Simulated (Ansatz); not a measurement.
# Nb/GaN/Ta: predicting the conductance of a thicker barrier

How it was computed: Ansatz 0.2.0, plane waves with PAW datasets, PBE. Interfaces are relaxed in a short slab (with D3(BJ) where the barrier is layered), set between ideal electrode layers that go on as semi-infinite leads, and the zero-bias conductance G at 300 K comes from T(E) on a typed mesh. The error is the largest of the program's estimates from energy step, mesh, the leads' potential steps and neutrality; its separate bound for narrow resonances between the energies solved isn't counted and can be far larger. The lower electrode is Nb (bcc 001), the upper Ta (bcc 001) and the barrier GaN (zinc blende 001), on a net of side 3.264 Å; d is the distance between the electrodes' last planes.

Runs in hand:

```
planes in the barrier  d (Å)  G (S/m²)  error (%)  lead step (meV)
                    4   6.77   2.19e14         18               31
                    6   9.01   8.95e13         28               31
                    8  11.25   2.39e13         38               31
                   10  13.49   4.87e12         61               31
                   12  15.73   8.81e11         54               31
                   14  17.97   1.84e11         68               31
                   18  22.45    8.42e9         72               31
```

Q: A further run has 20 planes, d = 24.69 Å. Fit G ∝ exp(−βd) to the rows shown and predict its conductance.

**Worked fit.** Take y = ln G: 33.02, 32.12, 30.81, 29.21, 27.50, 25.94 and 22.85. The means are d = 13.81 Å and y = 28.78; Σ(Δd Δy) = −116.70 and Σ(Δd)² = 174.90, so the slope is −0.667 Å⁻¹ (β = 0.667 Å⁻¹). At d = 24.69 Å, y = 28.78 − 0.667 × 10.88 = 21.52, or G = 2.22e9 S/m².

Check: The run gave 1.55e9 S/m², with an error estimate of 64 % and a lead step of 31 meV. The prediction is 1.43 times that, too high by 43 %. That lies within the runs' own error estimates, carried through the fit.

**Limits.** The interfaces are ideal, one cell wide, strained to a common net and relaxed from one registry with their symmetry kept. PBE's gaps are too small, so true decay constants are likely larger where the Fermi level lies deep in a gap. No spin-orbit coupling, phonons, disorder or image charges enter. The rows shown are chosen by tests on error estimates (under 100 to 120 %), lead steps (under 150 meV, though the program warns over 25), intact interfaces and, for fits, a steady trend in the rows shown; the data set holds 414 series of this kind, and not all pass.

[Logs are printed without paths, hosts, clocks, repeated set-up lines and the standing remarks that a program may print on its own settings, such as how far it seeks lower states.]
